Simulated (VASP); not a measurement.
HgSe (e600), 2 atoms in the cell. It takes space group F-43m (No. 216, cubic). Conventional cell: a = 6.260 Å, b = 6.260 Å, c = 6.260 Å, α = 90.00°, β = 90.00°, γ = 90.00°. Around Hg (site symmetry -43m) lie 4 Se at 2.71 Å. Around Se (site symmetry -43m) lie 4 Hg at 2.71 Å. 

- Program: VASP 6.6.1
- Task: relaxation of cell and atoms
- Functional: PBE
- Potentials or basis: VASP PAW PBE potentials, release 64 (Hg, Se)
- Cutoff: 600 eV
- k mesh: 12 × 12 × 12
- Occupations: gaussian, width 0.1 eV
- Spin: no spin polarisation
- Dipole correction: no
- Further INCAR settings: ALGO = Normal; EDIFF = 1e-06; IBRION = 2; EDIFFG = -0.002; NSW = 100; ISIF = 3

Potentials or basis: VASP PAW PBE potentials, release 64 (Hg, Se).

Run with:

```console
$ cat potpaw_PBE.64/Hg/POTCAR potpaw_PBE.64/Se/POTCAR > POTCAR
$ mpirun -np 1 vasp_std > vasp.out
```

Hardware: 1 thread of Intel(R) Xeon(R) 6975P-C (Granite Rapids), on a shared host.

Q: How long does it take, and how much memory?

A: Wall time 52 s on 1 thread of Intel(R) Xeon(R) 6975P-C (Granite Rapids) (shared host), peak memory 0.26 GiB. Counts: scf iterations 27, k points 72, ion steps 4.
